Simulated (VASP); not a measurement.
# LiF: forms and broadenings of the independent-particle spectrum

LiF, Fm-3m (no. 225), 2 atoms in the cell. PBE, independent-particle dielectric function; PAW potentials F, Li_sv (PBE set).

## Input

INCAR.step1:
```
SYSTEM = LiF
PREC = Accurate
ENCUT = 580
ISMEAR = 0
SIGMA = 0.02
EDIFF = 1E-8
LASPH = .TRUE.
KPAR = 4
LWAVE = .FALSE.
LCHARG = .FALSE.
LEPSILON = .TRUE.
```

INCAR.step2, as INCAR.step1 but for:
```
- LWAVE = .FALSE.
- LEPSILON = .TRUE.
+ LWAVE = .TRUE.
+ NBANDS = 37
```

INCAR.step3:
```
SYSTEM = LiF
PREC = Accurate
ENCUT = 580
ISMEAR = 0
SIGMA = 0.02
EDIFF = 1E-7
LASPH = .TRUE.
KPAR = 4
LWAVE = .FALSE.
LCHARG = .FALSE.
LOPTICS = .TRUE.
NBANDS = 37
NEDOS = 2000
CSHIFT = 0.1
ALGO = None
NELM = 1
ISTART = 1
```

INCAR.step4, as INCAR.step3 but for:
```
+ LNABLA = .TRUE.
```

INCAR.step5, as INCAR.step4 but for:
```
- LNABLA = .TRUE.
+ LPEAD = .TRUE.
+ IPEAD = 2
```

INCAR.step6, as INCAR.step5 but for:
```
- IPEAD = 2
+ IPEAD = 1
```

INCAR.step7 changes the same tag again: IPEAD = 4.

INCAR.step8, as INCAR.step7 but for:
```
- CSHIFT = 0.1
- LPEAD = .TRUE.
- IPEAD = 4
+ CSHIFT = 0.2
```

INCAR.step9, as INCAR.step8 but for:
```
- CSHIFT = 0.2
+ CSHIFT = 0.3
```

INCAR.step10 changes the same tag again: CSHIFT = 0.01.

INCAR.step11, as INCAR.step10 but for:
```
- ISMEAR = 0
- CSHIFT = 0.01
+ ISMEAR = -5
+ CSHIFT = 0.1
```

INCAR.step12, as INCAR.step11 but for:
```
- ISMEAR = -5
- SIGMA = 0.02
+ ISMEAR = 0
+ SIGMA = 0.2
```

INCAR.step13, as INCAR.step12 but for:
```
- SIGMA = 0.2
+ SIGMA = 0.02
+ OMEGAMAX = 12
```

INCAR.step14, as INCAR.step13 but for:
```
- OMEGAMAX = 12
+ OMEGAMAX = 60
```

KPOINTS:
```
k-points
0
Gamma
  10 10 10
```

POSCAR:
```
LiF
1.0
    0.0000000000      2.0140000000      2.0140000000
    2.0140000000      0.0000000000      2.0140000000
    2.0140000000      2.0140000000      0.0000000000
F Li
1 1
Direct
    0.5000000000      0.5000000000      0.5000000000
    0.0000000000      0.0000000000      0.0000000000
```

Commands (each step's output is kept before the next begins):
```
cat potpaw_PBE.64/F/POTCAR potpaw_PBE.64/Li_sv/POTCAR > POTCAR
cp INCAR.step1 INCAR
mpirun -np 4 vasp_std > vasp.out
rm WAVECAR CHG
cp INCAR.step2 INCAR
mpirun -np 4 vasp_std > vasp.out
cp INCAR.step3 INCAR
mpirun -np 4 vasp_std > vasp.out
cp INCAR.step4 INCAR
mpirun -np 4 vasp_std > vasp.out
cp INCAR.step5 INCAR
mpirun -np 4 vasp_std > vasp.out
cp INCAR.step6 INCAR
mpirun -np 4 vasp_std > vasp.out
cp INCAR.step7 INCAR
mpirun -np 4 vasp_std > vasp.out
cp INCAR.step8 INCAR
mpirun -np 4 vasp_std > vasp.out
cp INCAR.step9 INCAR
mpirun -np 4 vasp_std > vasp.out
cp INCAR.step10 INCAR
mpirun -np 4 vasp_std > vasp.out
cp INCAR.step11 INCAR
mpirun -np 4 vasp_std > vasp.out
cp INCAR.step12 INCAR
mpirun -np 4 vasp_std > vasp.out
cp INCAR.step13 INCAR
mpirun -np 4 vasp_std > vasp.out
cp INCAR.step14 INCAR
mpirun -np 4 vasp_std > vasp.out
```

## Result

- Direct gap on the mesh (eV): 9.09
- Gap on the mesh (eV): 9.09
- Bands: 37

One ground state, settings moved in the last step alone:

| Settings | ε at zero frequency | Mean energy of the absorption, weighted by Im ε (eV) | Time (s) |
|---|---|---|---|
| longitudinal form, CSHIFT 0.1 | 2.07 | 15.06 | 1 |
| transversal form (LNABLA) | 1.95 | 14.91 | 1 |
| finite differences (LPEAD), order 2 | 2.07 | 15.07 | 2 |
| finite differences (LPEAD), order 1 | 2.04 | 15.10 | 1 |
| finite differences (LPEAD), order 4 | 2.07 | 15.06 | 2 |
| CSHIFT 0.2 | 2.07 | 15.01 | 1 |
| CSHIFT 0.3 | 2.07 | 14.95 | 1 |
| CSHIFT 0.01 | 2.07 | 15.11 | 1 |
| tetrahedron method | 2.07 | 15.12 | 1 |
| SIGMA 0.2 | 2.07 | 15.06 | 1 |
| OMEGAMAX 12, which cuts the spectrum short | 1.25 | – | 1 |
| OMEGAMAX 60 | 2.03 | 15.06 | 1 |

The mean energy covers the spectrum up to 20 eV.

On the same mesh, density-functional perturbation theory with local fields gives ε = 2.06.

Limits: The 10×10×10 mesh is coarse for a spectrum: peaks stand apart that a denser mesh merges.

VASP 6.6.1 took 37 s on 4 cores (Intel Xeon 6975P-C (Granite Rapids)), a shared host.
